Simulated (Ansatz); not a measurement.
# ZnS (F-43m) under several functionals

**What was measured.**

From “Photocatalytic Degradation of Rhodamine B Dye and Hydrogen Evolution by Hydrothermally Synthesized NaBH4—Spiked ZnS Nanostructures”, 2022, pmc:9046778, for a bulk crystal of ZnS: lattice constant a 5.409 Å.

Plane-wave DFT in Ansatz with scalar-relativistic PAW potentials. The same structure was relaxed (cell and atoms, symmetry kept) in separate runs at each level. No spin polarisation.

Task: How do the levels PBE, PBEsol, r2SCAN compare?

Result:
```tsv
level	cutoff (eV)	k mesh	V (Å³/atom)	a (Å)	gap (eV)
PBEsol	420	10×10×10	19.207	5.356	2.09
r2SCAN	500	8×8×8	19.556	5.388	2.70
PBE	420	10×10×10	20.149	5.442	2.02
```

The usual order of volumes, PBEsol < PBE, holds here (19.207, 20.149 Å³/atom). As a rule PBEsol, built on the gradient expansion of slowly varying densities, lies between LDA and PBE; PBE's stronger gradient term for exchange weakens bonds. r2SCAN lies 2.9 % under PBE in volume. Each gap belongs to its own cell, so it mixes the functional's effect with that of the volume; gaps are the least found on the k mesh or on a band path.

For PBE: Against the measured lattice constant a of ZnS, 5.409 Å (quoted in “Photocatalytic Degradation of Rhodamine B Dye and Hydrogen Evolution by Hydrothermally Synthesized NaBH4—Spiked ZnS Nanostructures”, 2022, pmc:9046778), the calculated 5.442 Å is off by +0.6 %. The calculations are for 0 K without zero-point motion.